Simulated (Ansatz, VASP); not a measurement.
## One calculation of Al, two programs

```
CELL_PARAMETERS angstrom
2.85990 0.00000 0.00000
-1.42995 2.47675 0.00000
0.00000 0.00000 4.59746
ATOMIC_POSITIONS crystal
Al 0.66667 0.33333 0.75000
Al 0.33333 0.66667 0.25000
```

Change from the starting cell: biaxial strain in the a-b plane, c and atoms relaxed: +2.0 %.

Alike in both runs: functional PBE; dispersion D3(BJ); k mesh 24 × 24 × 12; occupations gaussian, width 0.1 eV; no spin polarisation.

Ansatz relaxed the structure, and its values are those at the end. VASP's run is a single point on that final structure, the one shown.

|  | VASP | Ansatz |
| --- | --- | --- |
| version | VASP 6.6.1 | Ansatz 0.2.0 |
| potentials or method | VASP PAW PBE potentials, release 64 (Al) | scalar-relativistic, plane waves, PAW |
| plane-wave cutoff (eV) | 520 | 420 |
| valence electrons in the cell | 6 | 6 |

|  | VASP | Ansatz | Ansatz less VASP |
| --- | --- | --- | --- |
| gap on the k mesh at the Fermi level (eV) | none | none | - |
| pressure (GPa) | -1.8 | -1.8 | +0.03 |

A gap of «none» marks a metal or a gap that the smearing closes.

Caveats: pairwise dispersion overbinds metals, which lowers pressure and volume.
